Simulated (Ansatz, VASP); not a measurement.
## Cross-check of Si (Si (Fd-3m)) between VASP and Ansatz

Wanted: the spread between two codes on one cell, functional and k mesh. The cell is taken from a series of runs on this material, whose earlier steps may have relaxed, scaled, displaced or heated it; both programs get it as it stands.

Calculated with Ansatz 0.2.0; plane waves, with VASP 6.6.1 beside it; single point at PBEsol.

### Step 1. The structure

The structure is cubic, space group Fd-3m (No. 227). Conventional cell: a = 5.433 Å, b = 5.433 Å, c = 5.433 Å, α = 90.00°, β = 90.00°, γ = 90.00°. Nearest to Si lie 4 Si at 2.35 Å. That group holds within 0.01 Å; judged at 0.001 Å it is R-3m (No. 166).

### Step 2. VASP: single point, PBEsol

A single point gives forces, pressure and levels at one fixed geometry, so differences don't come from the geometry; what else differs is listed under the comparison.

Lines of VASP's logs that name or quote its potential files are left out, and so is its time.

INCAR

```
SYSTEM = Si
PREC = Accurate
ENCUT = 400
EDIFF = 1E-06
NELM = 120
ISMEAR = 0
SIGMA = 0.01
LREAL = .FALSE.
ALGO = Normal
GGA = PS
NBANDS = 10
LORBIT = 11
LWAVE = .FALSE.
LCHARG = .FALSE.
ISIF = 2
ISYM = 2
LASPH = .TRUE.
GGA_COMPAT = .FALSE.
EFERMI = MIDGAP
KPAR = 16
```

POSCAR

```
Si
1.0
    0.0000000000      2.7167385700      2.7167385700
    2.7167385700      0.0000000000      2.7167385700
    2.7167385700      2.7167385700      0.0000000000
Si
2
Direct
    0.7500999945      0.7500999945      0.7500999945
    0.4999000055      0.4999000055      0.4999000055
```

KPOINTS

```
Points of the shifted mesh
512
Reciprocal
 0.0625000000  0.0625000000  0.0625000000 1
 0.0625000000  0.0625000000  0.1875000000 1
 0.0625000000  0.0625000000  0.3125000000 1
 0.0625000000  0.0625000000  0.4375000000 1
 0.0625000000  0.0625000000  0.5625000000 1
 0.0625000000  0.0625000000  0.6875000000 1
 0.0625000000  0.0625000000  0.8125000000 1
 0.0625000000  0.0625000000  0.9375000000 1
 0.0625000000  0.1875000000  0.0625000000 1
 0.0625000000  0.1875000000  0.1875000000 1
 0.0625000000  0.1875000000  0.3125000000 1
 0.0625000000  0.1875000000  0.4375000000 1
 0.0625000000  0.1875000000  0.5625000000 1
 0.0625000000  0.1875000000  0.6875000000 1
 0.0625000000  0.1875000000  0.8125000000 1
 0.0625000000  0.1875000000  0.9375000000 1
 0.0625000000  0.3125000000  0.0625000000 1
 0.0625000000  0.3125000000  0.1875000000 1
 0.0625000000  0.3125000000  0.3125000000 1
 0.0625000000  0.3125000000  0.4375000000 1
 0.0625000000  0.3125000000  0.5625000000 1
 0.0625000000  0.3125000000  0.6875000000 1
 0.0625000000  0.3125000000  0.8125000000 1
 0.0625000000  0.3125000000  0.9375000000 1
 0.0625000000  0.4375000000  0.0625000000 1
 0.0625000000  0.4375000000  0.1875000000 1
 0.0625000000  0.4375000000  0.3125000000 1
 0.0625000000  0.4375000000  0.4375000000 1
 0.0625000000  0.4375000000  0.5625000000 1
 0.0625000000  0.4375000000  0.6875000000 1
 0.0625000000  0.4375000000  0.8125000000 1
 0.0625000000  0.4375000000  0.9375000000 1
 0.0625000000  0.5625000000  0.0625000000 1
 0.0625000000  0.5625000000  0.1875000000 1
 0.0625000000  0.5625000000  0.3125000000 1
 0.0625000000  0.5625000000  0.4375000000 1
 0.0625000000  0.5625000000  0.5625000000 1
 0.0625000000  0.5625000000  0.6875000000 1
 0.0625000000  0.5625000000  0.8125000000 1
 0.0625000000  0.5625000000  0.9375000000 1
 0.0625000000  0.6875000000  0.0625000000 1
 0.0625000000  0.6875000000  0.1875000000 1
 0.0625000000  0.6875000000  0.3125000000 1
 0.0625000000  0.6875000000  0.4375000000 1
 0.0625000000  0.6875000000  0.5625000000 1
 0.0625000000  0.6875000000  0.6875000000 1
 0.0625000000  0.6875000000  0.8125000000 1
 0.0625000000  0.6875000000  0.9375000000 1
 0.0625000000  0.8125000000  0.0625000000 1
 0.0625000000  0.8125000000  0.1875000000 1
 0.0625000000  0.8125000000  0.3125000000 1
 0.0625000000  0.8125000000  0.4375000000 1
 0.0625000000  0.8125000000  0.5625000000 1
 0.0625000000  0.8125000000  0.6875000000 1
 0.0625000000  0.8125000000  0.8125000000 1
 0.0625000000  0.8125000000  0.9375000000 1
 0.0625000000  0.9375000000  0.0625000000 1
 0.0625000000  0.9375000000  0.1875000000 1
 0.0625000000  0.9375000000  0.3125000000 1
 0.0625000000  0.9375000000  0.4375000000 1
 0.0625000000  0.9375000000  0.5625000000 1
 0.0625000000  0.9375000000  0.6875000000 1
 0.0625000000  0.9375000000  0.8125000000 1
 0.0625000000  0.9375000000  0.9375000000 1
 0.1875000000  0.0625000000  0.0625000000 1
 0.1875000000  0.0625000000  0.1875000000 1
 0.1875000000  0.0625000000  0.3125000000 1
 0.1875000000  0.0625000000  0.4375000000 1
 0.1875000000  0.0625000000  0.5625000000 1
 0.1875000000  0.0625000000  0.6875000000 1
 0.1875000000  0.0625000000  0.8125000000 1
 0.1875000000  0.0625000000  0.9375000000 1
 0.1875000000  0.1875000000  0.0625000000 1
 0.1875000000  0.1875000000  0.1875000000 1
 0.1875000000  0.1875000000  0.3125000000 1
 0.1875000000  0.1875000000  0.4375000000 1
 0.1875000000  0.1875000000  0.5625000000 1
 0.1875000000  0.1875000000  0.6875000000 1
 0.1875000000  0.1875000000  0.8125000000 1
 0.1875000000  0.1875000000  0.9375000000 1
 0.1875000000  0.3125000000  0.0625000000 1
 0.1875000000  0.3125000000  0.1875000000 1
 0.1875000000  0.3125000000  0.3125000000 1
 0.1875000000  0.3125000000  0.4375000000 1
 0.1875000000  0.3125000000  0.5625000000 1
 0.1875000000  0.3125000000  0.6875000000 1
 0.1875000000  0.3125000000  0.8125000000 1
 0.1875000000  0.3125000000  0.9375000000 1
 0.1875000000  0.4375000000  0.0625000000 1
 0.1875000000  0.4375000000  0.1875000000 1
 0.1875000000  0.4375000000  0.3125000000 1
 0.1875000000  0.4375000000  0.4375000000 1
 0.1875000000  0.4375000000  0.5625000000 1
 0.1875000000  0.4375000000  0.6875000000 1
 0.1875000000  0.4375000000  0.8125000000 1
 0.1875000000  0.4375000000  0.9375000000 1
 0.1875000000  0.5625000000  0.0625000000 1
 0.1875000000  0.5625000000  0.1875000000 1
 0.1875000000  0.5625000000  0.3125000000 1
 0.1875000000  0.5625000000  0.4375000000 1
 0.1875000000  0.5625000000  0.5625000000 1
 0.1875000000  0.5625000000  0.6875000000 1
 0.1875000000  0.5625000000  0.8125000000 1
 0.1875000000  0.5625000000  0.9375000000 1
 0.1875000000  0.6875000000  0.0625000000 1
 0.1875000000  0.6875000000  0.1875000000 1
 0.1875000000  0.6875000000  0.3125000000 1
 0.1875000000  0.6875000000  0.4375000000 1
 0.1875000000  0.6875000000  0.5625000000 1
 0.1875000000  0.6875000000  0.6875000000 1
 0.1875000000  0.6875000000  0.8125000000 1
 0.1875000000  0.6875000000  0.9375000000 1
[... 174 lines left out ...]
 0.5625000000  0.4375000000  0.6875000000 1
 0.5625000000  0.4375000000  0.8125000000 1
 0.5625000000  0.4375000000  0.9375000000 1
 0.5625000000  0.5625000000  0.0625000000 1
 0.5625000000  0.5625000000  0.1875000000 1
 0.5625000000  0.5625000000  0.3125000000 1
 0.5625000000  0.5625000000  0.4375000000 1
 0.5625000000  0.5625000000  0.5625000000 1
 0.5625000000  0.5625000000  0.6875000000 1
 0.5625000000  0.5625000000  0.8125000000 1
 0.5625000000  0.5625000000  0.9375000000 1
 0.5625000000  0.6875000000  0.0625000000 1
 0.5625000000  0.6875000000  0.1875000000 1
 0.5625000000  0.6875000000  0.3125000000 1
 0.5625000000  0.6875000000  0.4375000000 1
 0.5625000000  0.6875000000  0.5625000000 1
 0.5625000000  0.6875000000  0.6875000000 1
 0.5625000000  0.6875000000  0.8125000000 1
 0.5625000000  0.6875000000  0.9375000000 1
 0.5625000000  0.8125000000  0.0625000000 1
 0.5625000000  0.8125000000  0.1875000000 1
 0.5625000000  0.8125000000  0.3125000000 1
 0.5625000000  0.8125000000  0.4375000000 1
 0.5625000000  0.8125000000  0.5625000000 1
 0.5625000000  0.8125000000  0.6875000000 1
 0.5625000000  0.8125000000  0.8125000000 1
 0.5625000000  0.8125000000  0.9375000000 1
 0.5625000000  0.9375000000  0.0625000000 1
 0.5625000000  0.9375000000  0.1875000000 1
 0.5625000000  0.9375000000  0.3125000000 1
 0.5625000000  0.9375000000  0.4375000000 1
 0.5625000000  0.9375000000  0.5625000000 1
 0.5625000000  0.9375000000  0.6875000000 1
 0.5625000000  0.9375000000  0.8125000000 1
 0.5625000000  0.9375000000  0.9375000000 1
 0.6875000000  0.0625000000  0.0625000000 1
 0.6875000000  0.0625000000  0.1875000000 1
 0.6875000000  0.0625000000  0.3125000000 1
 0.6875000000  0.0625000000  0.4375000000 1
 0.6875000000  0.0625000000  0.5625000000 1
 0.6875000000  0.0625000000  0.6875000000 1
 0.6875000000  0.0625000000  0.8125000000 1
 0.6875000000  0.0625000000  0.9375000000 1
 0.6875000000  0.1875000000  0.0625000000 1
 0.6875000000  0.1875000000  0.1875000000 1
 0.6875000000  0.1875000000  0.3125000000 1
 0.6875000000  0.1875000000  0.4375000000 1
 0.6875000000  0.1875000000  0.5625000000 1
 0.6875000000  0.1875000000  0.6875000000 1
 0.6875000000  0.1875000000  0.8125000000 1
 0.6875000000  0.1875000000  0.9375000000 1
 0.6875000000  0.3125000000  0.0625000000 1
 0.6875000000  0.3125000000  0.1875000000 1
 0.6875000000  0.3125000000  0.3125000000 1
 0.6875000000  0.3125000000  0.4375000000 1
 0.6875000000  0.3125000000  0.5625000000 1
 0.6875000000  0.3125000000  0.6875000000 1
 0.6875000000  0.3125000000  0.8125000000 1
 0.6875000000  0.3125000000  0.9375000000 1
 0.6875000000  0.4375000000  0.0625000000 1
 0.6875000000  0.4375000000  0.1875000000 1
 0.6875000000  0.4375000000  0.3125000000 1
 0.6875000000  0.4375000000  0.4375000000 1
 0.6875000000  0.4375000000  0.5625000000 1
 0.6875000000  0.4375000000  0.6875000000 1
 0.6875000000  0.4375000000  0.8125000000 1
 0.6875000000  0.4375000000  0.9375000000 1
 0.6875000000  0.5625000000  0.0625000000 1
 0.6875000000  0.5625000000  0.1875000000 1
 0.6875000000  0.5625000000  0.3125000000 1
 0.6875000000  0.5625000000  0.4375000000 1
 0.6875000000  0.5625000000  0.5625000000 1
 0.6875000000  0.5625000000  0.6875000000 1
 0.6875000000  0.5625000000  0.8125000000 1
 0.6875000000  0.5625000000  0.9375000000 1
 0.6875000000  0.6875000000  0.0625000000 1
 0.6875000000  0.6875000000  0.1875000000 1
 0.6875000000  0.6875000000  0.3125000000 1
 0.6875000000  0.6875000000  0.4375000000 1
 0.6875000000  0.6875000000  0.5625000000 1
 0.6875000000  0.6875000000  0.6875000000 1
 0.6875000000  0.6875000000  0.8125000000 1
 0.6875000000  0.6875000000  0.9375000000 1
 0.6875000000  0.8125000000  0.0625000000 1
 0.6875000000  0.8125000000  0.1875000000 1
 0.6875000000  0.8125000000  0.3125000000 1
 0.6875000000  0.8125000000  0.4375000000 1
 0.6875000000  0.8125000000  0.5625000000 1
 0.6875000000  0.8125000000  0.6875000000 1
 0.6875000000  0.8125000000  0.8125000000 1
 0.6875000000  0.8125000000  0.9375000000 1
 0.6875000000  0.9375000000  0.0625000000 1
 0.6875000000  0.9375000000  0.1875000000 1
 0.6875000000  0.9375000000  0.3125000000 1
 0.6875000000  0.9375000000  0.4375000000 1
 0.6875000000  0.9375000000  0.5625000000 1
 0.6875000000  0.9375000000  0.6875000000 1
 0.6875000000  0.9375000000  0.8125000000 1
 0.6875000000  0.9375000000  0.9375000000 1
 0.8125000000  0.0625000000  0.0625000000 1
 0.8125000000  0.0625000000  0.1875000000 1
 0.8125000000  0.0625000000  0.3125000000 1
 0.8125000000  0.0625000000  0.4375000000 1
 0.8125000000  0.0625000000  0.5625000000 1
 0.8125000000  0.0625000000  0.6875000000 1
 0.8125000000  0.0625000000  0.8125000000 1
 0.8125000000  0.0625000000  0.9375000000 1
 0.8125000000  0.1875000000  0.0625000000 1
 0.8125000000  0.1875000000  0.1875000000 1
 0.8125000000  0.1875000000  0.3125000000 1
 0.8125000000  0.1875000000  0.4375000000 1
 0.8125000000  0.1875000000  0.5625000000 1
 0.8125000000  0.1875000000  0.6875000000 1
 0.8125000000  0.1875000000  0.8125000000 1
 0.8125000000  0.1875000000  0.9375000000 1
 0.8125000000  0.3125000000  0.0625000000 1
 0.8125000000  0.3125000000  0.1875000000 1
 0.8125000000  0.3125000000  0.3125000000 1
 0.8125000000  0.3125000000  0.4375000000 1
 0.8125000000  0.3125000000  0.5625000000 1
 0.8125000000  0.3125000000  0.6875000000 1
 0.8125000000  0.3125000000  0.8125000000 1
 0.8125000000  0.3125000000  0.9375000000 1
 0.8125000000  0.4375000000  0.0625000000 1
 0.8125000000  0.4375000000  0.1875000000 1
 0.8125000000  0.4375000000  0.3125000000 1
 0.8125000000  0.4375000000  0.4375000000 1
 0.8125000000  0.4375000000  0.5625000000 1
 0.8125000000  0.4375000000  0.6875000000 1
 0.8125000000  0.4375000000  0.8125000000 1
 0.8125000000  0.4375000000  0.9375000000 1
 0.8125000000  0.5625000000  0.0625000000 1
 0.8125000000  0.5625000000  0.1875000000 1
 0.8125000000  0.5625000000  0.3125000000 1
 0.8125000000  0.5625000000  0.4375000000 1
 0.8125000000  0.5625000000  0.5625000000 1
 0.8125000000  0.5625000000  0.6875000000 1
 0.8125000000  0.5625000000  0.8125000000 1
 0.8125000000  0.5625000000  0.9375000000 1
 0.8125000000  0.6875000000  0.0625000000 1
 0.8125000000  0.6875000000  0.1875000000 1
 0.8125000000  0.6875000000  0.3125000000 1
 0.8125000000  0.6875000000  0.4375000000 1
 0.8125000000  0.6875000000  0.5625000000 1
 0.8125000000  0.6875000000  0.6875000000 1
 0.8125000000  0.6875000000  0.8125000000 1
 0.8125000000  0.6875000000  0.9375000000 1
 0.8125000000  0.8125000000  0.0625000000 1
 0.8125000000  0.8125000000  0.1875000000 1
 0.8125000000  0.8125000000  0.3125000000 1
 0.8125000000  0.8125000000  0.4375000000 1
 0.8125000000  0.8125000000  0.5625000000 1
 0.8125000000  0.8125000000  0.6875000000 1
 0.8125000000  0.8125000000  0.8125000000 1
 0.8125000000  0.8125000000  0.9375000000 1
 0.8125000000  0.9375000000  0.0625000000 1
 0.8125000000  0.9375000000  0.1875000000 1
 0.8125000000  0.9375000000  0.3125000000 1
 0.8125000000  0.9375000000  0.4375000000 1
 0.8125000000  0.9375000000  0.5625000000 1
 0.8125000000  0.9375000000  0.6875000000 1
 0.8125000000  0.9375000000  0.8125000000 1
 0.8125000000  0.9375000000  0.9375000000 1
 0.9375000000  0.0625000000  0.0625000000 1
 0.9375000000  0.0625000000  0.1875000000 1
 0.9375000000  0.0625000000  0.3125000000 1
 0.9375000000  0.0625000000  0.4375000000 1
 0.9375000000  0.0625000000  0.5625000000 1
 0.9375000000  0.0625000000  0.6875000000 1
 0.9375000000  0.0625000000  0.8125000000 1
 0.9375000000  0.0625000000  0.9375000000 1
 0.9375000000  0.1875000000  0.0625000000 1
 0.9375000000  0.1875000000  0.1875000000 1
 0.9375000000  0.1875000000  0.3125000000 1
 0.9375000000  0.1875000000  0.4375000000 1
 0.9375000000  0.1875000000  0.5625000000 1
 0.9375000000  0.1875000000  0.6875000000 1
 0.9375000000  0.1875000000  0.8125000000 1
 0.9375000000  0.1875000000  0.9375000000 1
 0.9375000000  0.3125000000  0.0625000000 1
 0.9375000000  0.3125000000  0.1875000000 1
 0.9375000000  0.3125000000  0.3125000000 1
 0.9375000000  0.3125000000  0.4375000000 1
 0.9375000000  0.3125000000  0.5625000000 1
 0.9375000000  0.3125000000  0.6875000000 1
 0.9375000000  0.3125000000  0.8125000000 1
 0.9375000000  0.3125000000  0.9375000000 1
 0.9375000000  0.4375000000  0.0625000000 1
 0.9375000000  0.4375000000  0.1875000000 1
 0.9375000000  0.4375000000  0.3125000000 1
 0.9375000000  0.4375000000  0.4375000000 1
 0.9375000000  0.4375000000  0.5625000000 1
 0.9375000000  0.4375000000  0.6875000000 1
 0.9375000000  0.4375000000  0.8125000000 1
 0.9375000000  0.4375000000  0.9375000000 1
 0.9375000000  0.5625000000  0.0625000000 1
 0.9375000000  0.5625000000  0.1875000000 1
 0.9375000000  0.5625000000  0.3125000000 1
 0.9375000000  0.5625000000  0.4375000000 1
 0.9375000000  0.5625000000  0.5625000000 1
 0.9375000000  0.5625000000  0.6875000000 1
 0.9375000000  0.5625000000  0.8125000000 1
 0.9375000000  0.5625000000  0.9375000000 1
 0.9375000000  0.6875000000  0.0625000000 1
 0.9375000000  0.6875000000  0.1875000000 1
 0.9375000000  0.6875000000  0.3125000000 1
 0.9375000000  0.6875000000  0.4375000000 1
 0.9375000000  0.6875000000  0.5625000000 1
 0.9375000000  0.6875000000  0.6875000000 1
 0.9375000000  0.6875000000  0.8125000000 1
 0.9375000000  0.6875000000  0.9375000000 1
 0.9375000000  0.8125000000  0.0625000000 1
 0.9375000000  0.8125000000  0.1875000000 1
 0.9375000000  0.8125000000  0.3125000000 1
 0.9375000000  0.8125000000  0.4375000000 1
 0.9375000000  0.8125000000  0.5625000000 1
 0.9375000000  0.8125000000  0.6875000000 1
 0.9375000000  0.8125000000  0.8125000000 1
 0.9375000000  0.8125000000  0.9375000000 1
 0.9375000000  0.9375000000  0.0625000000 1
 0.9375000000  0.9375000000  0.1875000000 1
 0.9375000000  0.9375000000  0.3125000000 1
 0.9375000000  0.9375000000  0.4375000000 1
 0.9375000000  0.9375000000  0.5625000000 1
 0.9375000000  0.9375000000  0.6875000000 1
 0.9375000000  0.9375000000  0.8125000000 1
 0.9375000000  0.9375000000  0.9375000000 1
```

Potentials, in the order of the species: Si (PBE family, release 64).

Run with:

```console
> mpirun -np 16 vasp_std
```

Numbers of over 12 decimals in the logs are rounded to 6 here.

The program printed:

```text
[banner, memory and clock lines left out]
running   16 mpi-ranks, on    1 nodes
 distrk:  each k-point on    1 cores,   16 groups
 distr:  one band on    1 cores,    1 groups

 POSCAR found type information on POSCAR Si
 POSCAR found :  1 types and       2 ions
|                                                                             |
|           W    W    AA    RRRRR   N    N  II  N    N   GGGG   !!!           |
|           W    W   A  A   R    R  NN   N  II  NN   N  G    G  !!!           |
|           W    W  A    A  R    R  N N  N  II  N N  N  G       !!!           |
|           W WW W  AAAAAA  RRRRR   N  N N  II  N  N N  G  GGG   !            |
|           WW  WW  A    A  R   R   N   NN  II  N   NN  G    G                |
|           W    W  A    A  R    R  N    N  II  N    N   GGGG   !!!           |
|                                                                             |
|     For optimal performance we recommend to set                             |
|       NCORE = 2 up to number-of-cores-per-socket                            |
|     NCORE specifies how many cores store one orbital (NPAR=cpu/NCORE).      |
|     This setting can greatly improve the performance of VASP for DFT.       |
|     The default, NCORE=1 might be grossly inefficient on modern             |
|     multi-core architectures or massively parallel machines. Do your        |
|     Unfortunately you need to use the default for GW and RPA                |
|     calculations (for HF NCORE is supported but not extensively tested      |
|     yet).                                                                   |
|                                                                             |

|                                                                             |
|               ----> ADVICE to this user running VASP <----                  |
|                                                                             |
|     You enforced a specific xc type in the INCAR file but a different       |
|     [... a line on the potential file left out ...]
|     I HOPE YOU KNOW WHAT YOU ARE DOING!                                     |
|                                                                             |

 LDA part: xc-table for (Slater+PW92), standard interpolation
 POSCAR, INCAR and KPOINTS ok, starting setup
 FFT: planning ... GRIDC
 FFT: planning ... GRID_SOFT
 FFT: planning ... GRID
 WAVECAR not read
 entering main loop
       N       E                     dE             d eps       ncg     rms          rms(c)
DAV:   1     0.487467479593E+01    0.48747E+01   -0.29019E+03 10256   0.526E+02
DAV:   2    -0.112865517179E+02   -0.16161E+02   -0.15464E+02 14656   0.794E+01
DAV:   3    -0.117126226595E+02   -0.42607E+00   -0.42519E+00 12630   0.118E+01
DAV:   4    -0.117156865371E+02   -0.30639E-02   -0.30635E-02 12940   0.126E+00
DAV:   5    -0.117157106042E+02   -0.24067E-04   -0.24067E-04 12468   0.953E-02    0.495E+00
DAV:   6    -0.115626318879E+02    0.15308E+00   -0.87485E-02 11438   0.126E+00    0.296E+00
DAV:   7    -0.114929691456E+02    0.69663E-01   -0.15432E-01 11674   0.176E+00    0.184E-01
DAV:   8    -0.114934929078E+02   -0.52376E-03   -0.52355E-03 11550   0.438E-01    0.786E-02
DAV:   9    -0.114935490089E+02   -0.56101E-04   -0.90840E-05 13966   0.659E-02    0.549E-02
DAV:  10    -0.114935598105E+02   -0.10802E-04   -0.11361E-05 11512   0.196E-02    0.856E-03
DAV:  11    -0.114935595312E+02    0.27931E-06   -0.42852E-07  7690   0.363E-03
   1 F= -.11493560E+02 E0= -.11493560E+02  d E =0.000000E+00
```

[end of part 1 of 2]

[Lines on the potential files, build, host, timing and source positions are cut from VASP's logs without a mark.]

[Logs are printed without paths, hosts, clocks, repeated set-up lines and the standing remarks that a program may print on its own settings, such as how far it seeks lower states.]

[Hosts, paths, dates, database ids (printed as entryN), source tags and the programs' standing remarks are cut or masked in the printed files.]
